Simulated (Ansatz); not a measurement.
# diamond against fcc along group 4

Computed with DFT, BLYP, plane waves (420 eV) with PAW, scalar-relativistic in Ansatz. (PAW data from PBE, frozen cores regenerated.)

Each structure is relaxed within its symmetry, in the lowest magnetic state of the tried starts. Differences under about 8 meV lie within the error of the k-point mesh.

```csv
element,E(diamond) − E(fcc) (meV/atom),V(diamond) (Å³/atom),V(fcc) (Å³/atom),state of diamond,state of fcc
Ti,1965,24.71,17.82,spin not included,spin not included
Zr,1997,33.75,24.02,spin not included,spin not included
Hf,2136,37.42,23.17,spin not included,spin not included
```
